# Tungsten under five functionals: the volume shifts, and the stiffness only partly follows

Suppose you need the bulk modulus of tungsten, its stiffness against uniform compression, to turn a small change of volume into a pressure. Before choosing a functional, you have to decide at which volume to compute it: at the volume the functional itself prefers, or at one lattice constant held fixed for all. The choice turns the answer round. At its own preferred volume LDA gives the stiffest tungsten of the five functionals, and in the common given cell it gives the softest.

GPAW 26.7.0, plane-wave PAW DFT for bcc tungsten (one-atom cell, given volume 15.85 Å³/atom), without spin polarisation, spin-orbit coupling or dispersion correction. All rows use a 600 eV cutoff, a 12 × 12 × 12 k-point mesh and Fermi-Dirac smearing of 0.05 eV. The equilibrium values come from fits to energies at seven volumes, from 94 to 106 % of the given cell.

| functional | potentials | equilibrium volume (Å³/atom) | equilibrium volume change (% of the given cell) | bulk modulus (GPa) | bulk modulus slope |
| --- | --- | --- | --- | --- | --- |
| LDA | GPAW-PAW-data-sets-(gpaw-data-1.2.1) | 15.350 | -3.140 | 327.5 | 3.910 |
| PBE | GPAW-PAW-data-sets-(gpaw-data-1.2.1) | 16.134 | 1.810 | 302.0 | 3.810 |
| PBEsol | PAW-data-sets-made-by gpaw-setup-for-the-functional | 15.683 | -1.040 | 317.9 | 3.810 |
| AM05 | PAW-data-sets-made-by gpaw-setup-for-the-functional | 15.608 | -1.510 | 321.3 | 3.770 |
| BP86 | PAW-data-sets-made-by gpaw-setup-for-the-functional | 16.136 | 1.820 | 296.1 | 3.950 |

The equilibrium volume is where the energy is lowest and the pressure is zero. The bulk modulus, written B, is the resistance to uniform compression, taken in each row at that row's own equilibrium volume. The bulk modulus slope, B′, tells how many GPa the modulus gains for each GPa of added pressure.

## From LDA to PBE: an outward push

The first two rows span nearly the whole range of volumes. PBE gives a volume about 5 % larger than LDA does. The difference can be seen directly as a pressure when both functionals are applied to the same given cell. There the LDA crystal is at −9.9 GPa and wants to shrink, while the PBE crystal is at +5.6 GPa and wants to expand.

Theory supplies the reason. LDA treats each small region of the crystal as if it belonged to a uniform electron gas. PBE adds a correction that depends on how steeply the density varies compared with the density itself. On balance, this correction lowers the energy more where that relative variation is stronger. Moving the atoms apart thins out the density where they overlap, and the relative variation is expected to grow there. The correction then rewards expansion and acts as an outward pressure.

Dividing the pressure by the stiffness in the given cell turns it into a change of volume. For LDA this gives a contraction of 3.4 %, against 3.1 % from the full calculation. The estimate is slightly too large because the crystal stiffens as it shrinks, and so resists the last part of the contraction more than the first.

That same stiffening suggests that LDA, with its smaller volume, should have a much higher modulus than PBE. If the PBE crystal were simply squeezed to the LDA volume, its modulus would rise by about 63 GPa. The table shows a rise of only 25.5 GPa. Something in the change of functional takes back more than half of what the compression gives.

## Why the stiffness lags behind the volume

A plate resting on a coil spring shows what is going on, if the spring stiffens as it is compressed. Put a weight on the plate, and the spring settles at a shorter length with its full extra stiffness. Replace the weight by a magnet underneath, and the plate also sinks, but now the pull grows as the plate comes nearer. Push the plate down a little further and the magnet helps you, so the whole device feels softer than the spring alone would at that length.

Seen from PBE, LDA acts like the magnet. Its pressure lies below the PBE pressure by 17.7 GPa at the compressed end of the volumes computed, and by only 13.5 GPa at the expanded end. The inward pull therefore grows as the crystal shrinks. The comparison ends there: the crystal contains no separate magnet, the "pull" is only the difference between two functionals, and the spring gives no sizes.

That the pull should fade on expansion is plausible on general grounds. Once the atoms are far apart, the gradient correction settles to its free-atom value and can no longer exert any pressure. This argument fixes the far end only. The steady fade near equilibrium is something the calculation shows.

The picture becomes a formula in three steps, with the PBE crystal as the spring.

1. Let P be the pressure of the PBE crystal at some volume V, and D the extra pressure that another functional adds. That functional has its equilibrium where P + D = 0, so there D = −P.
2. Under the pressure P, the PBE crystal has the modulus B(PBE) + B′·P.
3. If D varies as V to the power −n, it contributes n·D to the modulus, which at the new equilibrium is −n·P.

Together these give B = B(PBE) + (B′ − n)·P. A constant push, like the weight, has n = 0 and leaves the full stiffening in place. The LDA and PBE pressures near the given cell give n ≈ 2.25, which cancels more than half of B′ = 3.81. This exponent is a summary of how the two functionals differ in tungsten, not a constant of theory.

## PBEsol and AM05: part of the way

The next two rows fall between LDA and PBE. PBEsol makes about 42 % of the step in volume from LDA to PBE, and AM05 about 33 %. Both functionals were designed with solids and surfaces in mind, and in densities like that of a metal their gradient corrections act more gently than PBE's. A weaker correction means a weaker outward push, which accounts for their place in the middle. It does not tell which of the two should lie lower.

These rows also test the formula, because neither was used to find n. The test is a mild one, since both rows lie between LDA and PBE, and a straight line drawn between those two would come about as close. PBEsol can be followed by hand:

- The PBE pressure at the PBEsol volume is P = (302.0 / 3.81) × [(16.134 / 15.683)^3.81 − 1] ≈ 9.0 GPa.
- The modulus is then B = 302.0 + (3.81 − 2.25) × 9.0 ≈ 316 GPa.

The computed modulus is 317.9 GPa, so the estimate is about 2 GPa too low. A constant push would have given 336 GPa. For AM05 the formula is nearly 3 GPa too low. Both misses have the same sign, which means that the pull of these two functionals, measured from PBE, changes somewhat less steeply with volume than that of LDA. Both rows use atomic data sets generated for the functional, while LDA and PBE use distributed ones, so part of this small difference may come from the data sets. The LDA row itself comes out almost exactly, but it helped to set n and so proves little. The printed analysis below gives the estimates for every row.

## BP86: the same volume, a softer crystal

The last row breaks the pattern. BP86 and PBE agree in volume to about 0.002 Å³ per atom, a difference too small to interpret. If volume decided the stiffness, their moduli should agree as well. Yet BP86 is softer by 5.9 GPa, and it stays softer by about 5 GPa when both are compared in the given cell.

The pressures show how this can happen. At the compressed end BP86 lies 0.35 GPa below PBE, and at the expanded end 0.26 GPa above it. The difference passes through zero close to the shared equilibrium volume, so neither functional pushes the other away from it. But the BP86 pressure falls less steeply on expansion, and a less steep fall is what a lower modulus means.

The size fits too. The pressure difference changes by 0.35 + 0.26 ≈ 0.6 GPa while the volume changes by 12 % of the given cell, and 0.6 / 0.12 is about 5 GPa. In the picture of the plate, this is a device that exerts no force at the resting point but still changes the stiffness around it.

The formula misses this row by nearly 6 GPa because it infers the slope of the extra pressure from its size. When the size is close to zero, the formula sees no difference from PBE at all. Why BP86 has the different slope remains open. Its gradient correction has another mathematical form, which may be the cause, but its atomic data set was also generated specially for the functional, while PBE used a distributed one. No run separates the two influences, and for a difference this small that matters.

## What this means for the choice

A modulus from such a calculation should always be quoted with the volume at which it was taken. For another functional applied to tungsten, the pressure in the given cell already tells which way the volume will move and roughly how far. The stiffness needs a second piece of information, namely how that pressure changes with volume, and BP86 shows the error made by leaving it out.

Which functional comes closest to real tungsten is a separate question. The table holds no measured value, and the calculations omit spin-orbit coupling as well as the zero-point and thermal motion of the atoms. The spread in modulus between the rows, about a tenth of the PBE value, shows how much rests on the choice of functional, together with the atomic data set that goes with it.

Numerical output:

```
Same given cell for all rows:
     row  pressure GPa  first-order volume shift %  computed shift %  modulus at given cell GPa
     LDA        -9.856                      -3.409             -3.14                      289.1
     PBE         5.574                       1.721              1.81                      323.8
  PBEsol        -3.282                      -1.072             -1.04                      306.1
    AM05        -4.781                      -1.573             -1.51                        304
    BP86         5.496                       1.726              1.82                      318.5
Modulus at own minimum in GPa:
     row  computed  constant pressure shift  shift falling with volume  miss of the latter
     LDA     327.5                    365.1                      327.8              0.3267
     PBE       302                      302                        302                   0
  PBEsol     317.9                    336.4                      316.1              -1.804
    AM05     321.3                    342.7                      318.6              -2.666
    BP86     296.1                    301.9                      301.9               5.842
Place between LDA (0) and PBE (1):
     row  fraction of the volume step
     LDA                            0
     PBE                            1
  PBEsol                       0.4247
    AM05                       0.3291
    BP86                        1.003
PBE volume above LDA volume, % of LDA: 5.107
LDA minus PBE modulus at own minima, GPa: 25.5
part from compressing along the PBE curve, GPa: 63.12
part from the functional at LDA's volume, GPa: -37.62
PBE minus LDA pressure at 0.94 of the given volume, GPa: 17.66
PBE minus LDA pressure at 1.06 of the given volume, GPa: 13.49
effective exponent n of the LDA-PBE pressure difference: 2.251
BP86 minus PBE pressure at 0.94 of the given volume, GPa: -0.3493
BP86 minus PBE pressure at 1.06 of the given volume, GPa: 0.2564
BP86 minus PBE modulus at own minima, GPa: -5.9
BP86 minus PBE modulus at the given cell, GPa: -5.331
```
